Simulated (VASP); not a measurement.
# ZrS2 (P-3m1) in VASP: a series of runs, part 3 of 3

VASP 6.6.1. The steps go on from the part before.

### 4 Relaxation of cell and atoms, rev-vdW-DF2

INCAR

```
SYSTEM = ZrS2
PREC = Accurate ; ENCUT = 600
EDIFF = 1E-6 ; ISMEAR = 0
SIGMA = 0.03 ; LREAL = .False.
LASPH = .True. ; NELM = 80
ALGO = Normal ; ISIF = 3
LWAVE = .False. ; LCHARG = .False.
GGA = MK ; LUSE_VDW = .True.
AGGAC = 0.0 ; PARAM1 = 0.1234
PARAM2 = 0.711357 ; ZAB_VDW = -1.8867
IBRION = 2 ; NSW = 90
EDIFFG = -0.01
```

KPOINTS

```
regular mesh
0
Gamma
  9 9 5
  0 0 0
```

POSCAR

```
ZrS2
1.0
    3.6913825498      0.0000000000      0.0000000000
   -1.8456912749      3.1968310632      0.0000000000
    0.0000000000      0.0000000000      6.0410770100
Zr S
1 2
Direct
    0.0000000000      0.0000000000      0.0000000000
    0.6666666700      0.3333333300      0.7620900300
    0.3333333300      0.6666666700      0.2379099700
```

Potentials or basis: VASP PAW PBE potentials, release 64 (Zr_sv, S).

Launch:

```
$ cat potpaw_PBE.64/Zr_sv/POTCAR potpaw_PBE.64/S/POTCAR > POTCAR
$ mpirun -np 1 vasp_std > vasp.out
```

OUTCAR:

```text
SYSTEM = ZrS2
   PREC = Accurate
   ENCUT = 600
   EDIFF = 1E-6
   ISMEAR = 0
   LREAL = .False.
   LASPH = .True.
   NELM = 80
   ISIF = 3
   GGA = MK
   IBRION = 2
   NSW = 90
   EDIFFG = -0.01

 ion  position               nearest neighbor table
   1  0.000  0.000  0.000-   2 2.57   3 2.57   3 2.57   2 2.57   2 2.57   3 2.57
   2  0.667  0.333  0.762-   1 2.57   1 2.57   1 2.57
   3  0.333  0.667  0.238-   1 2.57   1 2.57   1 2.57

  LATTYP: Found a hexagonal cell.
 ALAT       =     3.6913825498
 C/A-ratio  =     1.6365350728

  Lattice vectors:

 A1 = (   3.6913825498,   0.0000000000,   0.0000000000)
 A2 = (  -1.8456912749,   3.1968310632,   0.0000000000)
 A3 = (   0.0000000000,   0.0000000000,   6.0410770100)

Analysis of symmetry for initial positions (statically):
=====================================================================
 Subroutine PRICEL returns:
 Original cell was already a primitive cell.

 Routine SETGRP: Setting up the symmetry group for a
 hexagonal supercell.

 Subroutine GETGRP returns: Found 12 space group operations
 (whereof 12 operations were pure point group operations)
 out of a pool of 24 trial point group operations.

The static configuration has the point symmetry D_3d.

Analysis of symmetry for dynamics (positions and initial velocities):
=====================================================================
 Subroutine PRICEL returns:
 Original cell was already a primitive cell.

 Routine SETGRP: Setting up the symmetry group for a
 hexagonal supercell.

 Subroutine GETGRP returns: Found 12 space group operations
 (whereof 12 operations were pure point group operations)
 out of a pool of 24 trial point group operations.

The dynamic configuration has the point symmetry D_3d.

 Subroutine INISYM returns: Found 12 space group operations
 (whereof 12 operations are pure point group operations),
 and found     1 'primitive' translations
[... 131 lines left out ...]
 non-spin polarized calculation
 Gauss-broadening in eV      SIGMA  =   0.03
  energy-cutoff  :      600.00
  volume of cell :       71.29
 maximum number of plane-waves:      2430
 NGX is ok and might be reduce to    30
   NGX = 15   NGY = 15   NGZ = 25

--------------------------------------- Ionic step        1  -------------------------------------------

 number of electron      23.9999998 magnetization

 Free energy of the ion-electron system (eV)
  ---------------------------------------------------
  ext. energy  EPLUGINS =         0.00000000
  ---------------------------------------------------
  free energy    TOTEN  =       -16.65111638 eV

  energy without entropy =      -16.65111638  energy(sigma->0) =      -16.65111638

------------------------ aborting loop because EDIFF is reached ----------------------------------------

  FORCE on cell =-STRESS in cart. coord.  units (eV):
  Direction    XX          YY          ZZ          XY          YZ          ZX
  --------------------------------------------------------------------------------------
  -------------------------------------------------------------------------------------
  Total       -0.5423854     -0.5423854     -0.1756029      0.0000000      0.0000000      0.0000000
  in kB      -12.1897681    -12.1897681     -3.9465646      0.0000000      0.0000000      0.0000000
  external PRESSURE =      -9.4420336 kB  Pullay stress =       0.0000000 kB
[... 100 lines left out ...]
  energy  without entropy=      -16.6557638126  energy(sigma->0) =      -16.65576381

Total vdW correction in eV:      3.3573770

[... ionic steps 4 to 9 ...]

--------------------------------------- Ionic step       10  -------------------------------------------

 number of electron      23.9999998 magnetization

------------------------ aborting loop because EDIFF is reached ----------------------------------------
[... 73 lines left out ...]
--------------------------------------- Ionic step       12  -------------------------------------------

 number of electron      23.9999998 magnetization

 Free energy of the ion-electron system (eV)
  ---------------------------------------------------
  ext. energy  EPLUGINS =         0.00000000
  ---------------------------------------------------
  free energy    TOTEN  =       -16.67099483 eV

  energy without entropy =      -16.67099483  energy(sigma->0) =      -16.67099483

 E-fermi :   4.9514     XC(G=0):  -9.7905

 val. band max:        4.8079015762   @ k =   0.0000   0.0000   0.0000
 cond. band min:       5.5913776213   @ k =   0.0000   0.4444   0.4000
 fundamental gap:      0.7834760451
 Fermi energy:         4.9513997099

 k-point     1 :       0.0000    0.0000    0.0000
  band No.  band energies     occupation
      1     -44.2706      2.00000
      2     -22.3455      2.00000
      3     -22.1966      2.00000
      4     -22.1966      2.00000
      5      -8.0121      2.00000
      6      -6.4797      2.00000
[... 433 lines left out ...]
      3     -22.3077      2.00000
      4     -22.2438      2.00000
      5      -7.2482      2.00000
      6      -6.6688      2.00000
[... 8 lines left out ...]
     15       8.1202      0.00000
     16       9.1266      0.00000

 [... further k-points ...]
[... 5 lines left out ...]
  --------------------------------------------------------------------------------------
  -------------------------------------------------------------------------------------
  Total       -0.0008288     -0.0008288     -0.0019985      0.0000000      0.0000000      0.0000000
  in kB       -0.0197353     -0.0197353     -0.0475893      0.0000000      0.0000000      0.0000000
  external PRESSURE =      -0.0290200 kB  Pullay stress =       0.0000000 kB
[... 22 lines left out ...]
  energy  without entropy=      -16.6709948280  energy(sigma->0) =      -16.67099483

Total vdW correction in eV:      3.2903699

 reached required accuracy - stopping structural energy minimisation
```

CONTCAR:

```text
ZrS2
   1.00000000000000
     3.6546484832122199   -0.0000000000000000   -0.0000000000000000
    -1.8273242416061100    3.1650184283510816    0.0000000000000000
    -0.0000000000000000    0.0000000000000000    5.8166626597936233
  Zr              S
     1     2
Direct
     0.0000000000000000    0.0000000000000000    0.0000000000000000
     0.6666666699999979    0.3333333300000021    0.7489363077341228
     0.3333333300000021    0.6666666699999979    0.2510636922658774

  0.00000000E+00  0.00000000E+00  0.00000000E+00
  0.00000000E+00  0.00000000E+00  0.00000000E+00
  0.00000000E+00  0.00000000E+00  0.00000000E+00
```

Run time: 12 min. Hardware: 1 thread of Intel Xeon 6975P-C (Granite Rapids), shared host; peak memory 0.49 GiB.

What came out:

```
Free energy                            : -16.6710 eV
Relaxed volume                         : 22.43 Å³/atom
Relaxed cell                           : a = 3.655 Å, b = 3.655 Å, c = 5.817 Å, α = 90.00°, β = 90.00°, γ = 120.00°
Space group after relaxing (to 0.05 Å) : P-3m1 (No. 164)
Energy gained by relaxing              : 6.6 meV/atom
Ionic steps                            : 12
Pressure after relaxing                : 0.0 GPa
Band gap on the k mesh                 : 0.78 eV, indirect (least direct gap 1.46 eV)
```

The path:
```tsv
step	energy change (eV)	largest force (eV/Å)	pressure (GPa)	volume (Å³)
1	0.0000	0.1238	-0.94	71.29
2	-0.0044	0.2737	0.67	69.85
3	-0.0046	0.2443	0.36	70.13
4	-0.0092	0.1120	0.03	69.80
5	-0.0099	0.0341	-0.16	69.61
6	-0.0127	0.0296	-0.14	69.22
7	-0.0185	0.0170	-0.06	68.06
8	-0.0144	0.0248	0.36	65.73
9	-0.0198	0.0187	0.11	67.32
10	-0.0198	0.0174	0.12	67.22
11	-0.0193	0.0672	-0.50	67.52
12	-0.0199	0.0002	0.00	67.28
```

Final structure:
```yaml
crystal:
  lattice:
    - [3.65465, 0.00000, 0.00000]
    - [-1.82732, 3.16502, 0.00000]
    - [0.00000, 0.00000, 5.81666]
  atoms:
    - { symbol: Zr, position: [0.00000, 0.00000, 0.00000] }
    - { symbol: S, position: [0.66667, 0.33333, 0.74894] }
    - { symbol: S, position: [0.33333, 0.66667, 0.25106] }
```

Caveat: the PAW data sets were made with another functional, which shifts forces and pressure a little; an odd mesh through Γ misses points on the zone boundary, where band edges often lie.

### 5 Relaxation of cell and atoms, rev-vdW-DF2

This run uses another cell than the first one, of 22.43 Å³/atom, 0.944 times its volume.

Edit INCAR of step 4 so:

```diff
@@ -2,3 +2,3 @@
 PREC = Accurate ; ENCUT = 600
-EDIFF = 1E-6 ; ISMEAR = 0
+EDIFF = 1E-7 ; ISMEAR = 0
 SIGMA = 0.03 ; LREAL = .False.
@@ -11,2 +11,2 @@
 IBRION = 2 ; NSW = 90
-EDIFFG = -0.01
+EDIFFG = -0.005
```

KPOINTS is that of step 4.

POSCAR

```
ZrS2                                    
1.0
    3.6546484832     -0.0000000000     -0.0000000000
   -1.8273242416      3.1650184284      0.0000000000
   -0.0000000000      0.0000000000      5.8166626598
  Zr              S             
     1     2
Direct
     0.0000000000000000    0.0000000000000000    0.0000000000000000
     0.6666666699999979    0.3333333300000021    0.7489363077341228
     0.3333333300000021    0.6666666699999979    0.2510636922658774
```

Potentials or basis: VASP PAW PBE potentials, release 64 (Zr_sv, S).

Launch:

```
$ cat potpaw_PBE.64/Zr_sv/POTCAR potpaw_PBE.64/S/POTCAR > POTCAR
$ mpirun -np 1 vasp_std > vasp.out
```

OUTCAR:

```text
SYSTEM = ZrS2
   PREC = Accurate
   ENCUT = 600
   EDIFF = 1E-7
   ISMEAR = 0
   LREAL = .False.
   LASPH = .True.
   NELM = 80
   ISIF = 3
   GGA = MK
   IBRION = 2
   NSW = 90
   EDIFFG = -0.005

 ion  position               nearest neighbor table
   1  0.000  0.000  0.000-   2 2.57   3 2.57   2 2.57   3 2.57   2 2.57   3 2.57
   2  0.667  0.333  0.749-   1 2.57   1 2.57   1 2.57
   3  0.333  0.667  0.251-   1 2.57   1 2.57   1 2.57

  LATTYP: Found a hexagonal cell.
 ALAT       =     3.6546484832
 C/A-ratio  =     1.5915792412
[... 649 lines left out ...]
     16       9.1267      0.00000

 [... further k-points ...]
[... 5 lines left out ...]
  --------------------------------------------------------------------------------------
  -------------------------------------------------------------------------------------
  Total       -0.0031769     -0.0031769     -0.0065005      0.0000000      0.0000000     -0.0000000
  in kB       -0.0756515     -0.0756515     -0.1547957      0.0000000      0.0000000     -0.0000000
  external PRESSURE =      -0.1020329 kB  Pullay stress =       0.0000000 kB

 VOLUME and BASIS-vectors are now :
 -----------------------------------------------------------------------------
  energy-cutoff  :      600.00
  volume of cell :       67.28
      direct lattice vectors                 reciprocal lattice vectors
     3.654648483  0.000000000  0.000000000     0.273624127  0.157976963  0.000000000
    -1.827324242  3.165018428  0.000000000     0.000000000  0.315953927  0.000000000
     0.000000000  0.000000000  5.816662660     0.000000000  0.000000000  0.171919889

 POSITION                                       TOTAL-FORCE (eV/Angst)
 -----------------------------------------------------------------------------------
      0.00000      0.00000      0.00000         0.000000      0.000000      0.000000
      1.82732      1.05501      4.35631        -0.000000      0.000000     -0.000265
     -0.00000      2.11001      1.46035         0.000000      0.000000      0.000265
 -----------------------------------------------------------------------------------
    total drift:                               -0.000000     -0.000000      0.000000

  FREE ENERGIE OF THE ION-ELECTRON SYSTEM (eV)
  ---------------------------------------------------
  free  energy   TOTEN  =       -16.6705188827 eV

  energy  without entropy=      -16.6705188827  energy(sigma->0) =      -16.67051888

Total vdW correction in eV:      3.2903740

 reached required accuracy - stopping structural energy minimisation
```

Run time: 94 s. Hardware: 1 thread of Intel Xeon 6975P-C (Granite Rapids), shared host; peak memory 0.47 GiB.

What came out:

| Item | Value |
| --- | --- |
| Free energy | -16.6705 eV |
| Pressure after relaxing | 0.0 GPa |
| Band gap on the k mesh | 0.78 eV, indirect (least direct gap 1.46 eV) |

Final structure:
```xyz
3
Lattice="3.6546 0.0000 0.0000 -1.8273 3.1650 0.0000 0.0000 0.0000 5.8167" Properties=species:S:1:pos:R:3 pbc="T T T"
Zr    0.0000    0.0000    0.0000
S     1.8273    1.0550    4.3563
S     0.0000    2.1100    1.4604
```

Caveat: the relaxation stopped at its first step, so nothing moved; the PAW data sets were made with another functional, which shifts forces and pressure a little; an odd mesh through Γ misses points on the zone boundary, where band edges often lie.
